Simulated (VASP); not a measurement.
Runs of VASP 6.6.1 on MoSe2. The structure is hexagonal, space group P6_3/mmc (No. 194). The conventional cell has a = 3.252 Å, b = 3.252 Å, c = 12.739 Å, α = 90.00°, β = 90.00°, γ = 120.00°. Mo (site symmetry -6m2) is surrounded by 6 Se at 2.51 Å. Se (site symmetry 3m) is surrounded by 3 Mo at 2.51 Å. 

```tsv
task	cell	gap on the mesh (eV)	pressure (GPa)
relaxation of cell and atoms	relaxed	0.83	0.0
relaxation of shape and atoms at fixed volume	atoms relaxed at fixed volume	0.83	0.0
relaxation of shape and atoms at fixed volume	atoms relaxed at fixed volume from: a relaxed cell with its volume scaled by 1.06	(b)	-1.5
relaxation of shape and atoms at fixed volume	atoms relaxed at fixed volume from: a relaxed cell with its volume scaled by 1.04	0.98	-1.2
relaxation of shape and atoms at fixed volume	atoms relaxed at fixed volume from: a relaxed cell with its volume scaled by 0.94	0.61	3.9
relaxation of shape and atoms at fixed volume	atoms relaxed at fixed volume from: a relaxed cell with its volume scaled by 1.02	0.90	-0.7
relaxation of shape and atoms at fixed volume	atoms relaxed at fixed volume from: a relaxed cell with its volume scaled by 0.98	(a)	1.0
```

Alike in all rows: level LDA; potentials or basis VASP PAW LDA potentials, release 64 (Mo_sv, Se); no spin polarisation; k mesh 9 × 9 × 2; cutoff (eV) 600; smearing gaussian 0.03 eV.

Q: Estimate the missing entries.

A: (a) 0.75; (b) 1.06.

Caveats: an odd mesh through Γ misses points on the zone boundary, where band edges often lie; the relaxation stopped at its first step, so nothing moved (some runs).

A k mesh can miss the band edges, and the runs leave out spin-orbit coupling on Mo, Se.
